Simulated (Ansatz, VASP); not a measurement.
# PbO2 (Plattnerite) in VASP and in Ansatz

```xyz
12
Lattice="5.2980 0.0000 0.0000 0.0000 3.2690 0.0000 0.0000 0.0000 6.2390" Properties=species:S:1:pos:R:3 pbc="T T T"
Pb    1.3573    0.8173    5.5557
Pb    3.9407    2.4518    0.6833
Pb    4.0063    0.8173    3.8028
Pb    1.2917    2.4518    2.4362
O     1.8819    0.8173    3.5851
O     3.4161    2.4518    2.6539
O     4.5309    0.8173    5.7734
O     0.7671    2.4518    0.4656
O     0.1238    2.4518    4.2201
O     5.1742    0.8173    2.0189
O     2.7728    2.4518    5.1384
O     2.5252    0.8173    1.1006
```

Alike in both runs: functional PBE; k mesh 6 × 10 × 6; occupations fermi-dirac, width 0.05 eV; no spin polarisation.

Ansatz relaxed the structure, and its values are those at the end. VASP's run is a single point on that final structure, the one shown.

|  | VASP | Ansatz |
| --- | --- | --- |
| version | VASP 6.6.1 | Ansatz 0.2.0 |
| potentials or method | VASP PAW PBE potentials, release 64 (Pb_d, O) | plane-wave PAW, scalar-relativistic |
| plane-wave cutoff (eV) | 520 | 420 |
| valence electrons in the cell | 104 | 104 |

Ansatz gave:

- rms of the force components (eV/Å): 0.004

Q: What did VASP give for the same quantities?

A: rms of the force components (eV/Å): 0.017.

Ansatz warned: «gradients_without_spin_orbit».

 The runs have no spin-orbit coupling, so splittings on Pb are missing.
